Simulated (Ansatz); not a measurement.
Reactions of `CC(C)CCC(C)C`.

Isolated molecules relaxed with PBE0-D4/def2-TZVP in Ansatz; ΔE leaves out vibrations. CCSD(T)/CBS adds triple-zeta CCSD(T) − MP2 to the extrapolated MP2 energy (def2 sets, frozen cores). This one scheme is used for every species, atoms too. DFT in def2-TZVPP. Open shells (•) are unrestricted, without spin–orbit coupling. Spin–orbit coupling would lower the free atoms: a little for C. One conformer a species, not always the lowest.

| reaction | ωB97X-V (eV) | HF/CBS(def2) (eV) |
| --- | --- | --- |
| `CC(C)CCC(C)C` → `CCC(C)CC(C)C` | 0.03 | 0.08 |
| `CC(C)CCC(C)C` + `CCC` → `CCCCC(C)C` + `CC(C)C` | -0.02 | -0.06 |
| `CC(C)CCC(C)C` + H–F → `CC(C)CF` + `CC(C)C` | 0.25 | 0.02 |
| `CC(C)CCC(C)C` → `CCC(C)(CC)CC` | 0.07 | 0.27 |
| `CC(C)CCC(C)C` → 8 C• + 18 H• | 107.71 | 82.10 |
| `CC(C)CCC(C)C` → `CCCCC(C)C` + `[CH2]` (triplet) | 4.66 | 2.94 |
| `CC(C)CCC(C)C` + `NBS` → `CNBS` + `CCCCC(C)C` | 0.35 | 0.26 |
| `CC(C)CCC(C)C` + `OB(O)F` → `CC(C)OB(O)F` + `CCC(C)C` | 0.25 | 0.14 |
| `CC(C)CCC(C)C` → `CCCCC(C)CC` | 0.08 | 0.08 |
| `CC(C)CCC(C)C` + H₂S → `CC(C)CS` + `CC(C)C` | 0.05 | 0.00 |

**Question.** Give the CCSD(T)/CBS values in the same order. (Best estimate.)

**Answer.** The calculation gave: 0.03, -0.02, 0.43, 0.05, 107.59, 4.57, 0.39, 0.33, 0.09, 0.07 eV.

Largest T1 diagnostic: 0.012, for `NBS`.
